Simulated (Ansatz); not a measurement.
**SrCl2 (fluorite type): the dielectric function from several functionals**

How does SrCl2 (fluorite type) absorb light if electrons and holes don't interact? Plan: HSE06 for the gap; optics with PBE on 6×6×6; optics with r2SCAN on 6×6×6; optics with LDA on 6×6×6; optics with PBE and scissors to the HSE06 gap on 6×6×6; optics with PBE with spin-orbit coupling on 4×4×4.

Program: Ansatz 0.2.0. Level of theory: plane waves, PAW; no local fields, no excitons. These are calculated values, not measurements.

### 1 The structure to begin with

Symmetry: Fm-3m, No. 225, cubic system. Conventional cell: a = 6.995 Å, b = 6.995 Å, c = 6.995 Å, α = 90.00°, β = 90.00°, γ = 90.00°. Around Sr (site symmetry m-3m) lie 8 Cl at 3.03 Å. Cl (site symmetry -43m) is surrounded by 4 Sr at 3.03 Å.

Coordinates:

```cif
data_structure
_symmetry_space_group_name_H-M 'P 1'
_symmetry_Int_Tables_number 1
_cell_length_a 4.9465
_cell_length_b 4.9465
_cell_length_c 4.9465
_cell_angle_alpha 60.000
_cell_angle_beta 60.000
_cell_angle_gamma 60.000
_cell_volume 85.58
loop_
_atom_site_label
_atom_site_type_symbol
_atom_site_fract_x
_atom_site_fract_y
_atom_site_fract_z
_atom_site_occupancy
Sr1 Sr 0.00000 0.00000 0.00000 1
Cl1 Cl 0.25000 0.25000 0.25000 1
Cl2 Cl 0.75000 0.75000 0.75000 1
```

The cell was relaxed beforehand with r2SCAN; those runs aren't shown.

### 2 The gap to aim at

File input.yaml:

```yaml
crystal:
  lattice:
    - [0.0, 3.4977180853, 3.4977180853]
    - [3.4977180853, 0.0, 3.4977180853]
    - [3.4977180853, 3.4977180853, 0.0]
  atoms:
    - { symbol: Sr, position: [0.0, 0.0, 0.0] }
    - { symbol: Cl, position: [0.25, 0.25, 0.25] }
    - { symbol: Cl, position: [0.75, 0.75, 0.75] }
kpoints:
  mp_grid: { grid: [4, 4, 4] }
  band_path:
    path:
      - [0.0, 0.0, 0.0]
      - [0.5, 0.0, 0.5]
      - [0.625, 0.25, 0.625]
      - [0.375, 0.375, 0.75]
      - [0.5, 0.5, 0.5]
      - [0.5, 0.25, 0.75]
      - [0.0, 0.5, 0.5]
    npoints: 1
hamiltonian:
  xc: hse06
scf:
  occupations: { method: fixed }
  n_extra_bands: 4
output:
  forces: true
  stress: true
  eigenvalues: true
```

The run is started by

```console
$ ansatz run input.yaml --threads 4 --pin off --max-ram 3686MiB --backend cpu --events-out ev --progress --plain --runs-dir out
```

Further steps of the session: Optics, PBE; Optics, r2SCAN; Optics, LDA; Optics, PBE with a scissors shift; Optics, PBE with spin-orbit coupling.

Before running them: what should the planned runs give, taken together? Wanted: ε∞, PBE; ε∞, r2SCAN; ε∞, LDA; ε∞, PBE with spin-orbit coupling; tallest peak of ε₂, PBE; tallest peak of ε₂, r2SCAN; tallest peak of ε₂, LDA; tallest peak of ε₂, PBE with spin-orbit coupling; HSE06 direct gap.

**Answer**, as computed:

```
                                        quantity                                 value
                                         ε∞, PBE                                  3.20
                                      ε∞, r2SCAN                                  2.98
                                         ε∞, LDA                                  3.35
                      ε∞, PBE + 1.32 eV scissors                                  2.94
                ε∞, PBE with spin-orbit coupling                                  3.07
                         tallest peak of ε₂, PBE                        9.2 at 7.55 eV
                      tallest peak of ε₂, r2SCAN                        8.2 at 8.20 eV
                         tallest peak of ε₂, LDA                        9.6 at 7.30 eV
      tallest peak of ε₂, PBE + 1.32 eV scissors                        9.3 at 8.90 eV
tallest peak of ε₂, PBE with spin-orbit coupling  9.2 at 7.55 eV (complete to 13.5 eV)
                                HSE06 direct gap                               6.83 eV
```

What this shows: PBE + 1.32 eV scissors has the widest direct gap (6.83 eV) and LDA the narrowest (5.16 eV); ε∞ is 2.94 and 3.35. Spin-orbit coupling moves the direct gap by -0.00 eV; ε∞ doesn't compare between these two runs, as the bands summed differ. The meshes differ between the runs, and peak heights and places move with the mesh, so part of any difference isn't the level's. Local fields and excitons are left out: both change ε∞, and without excitons the onset lacks its lines.
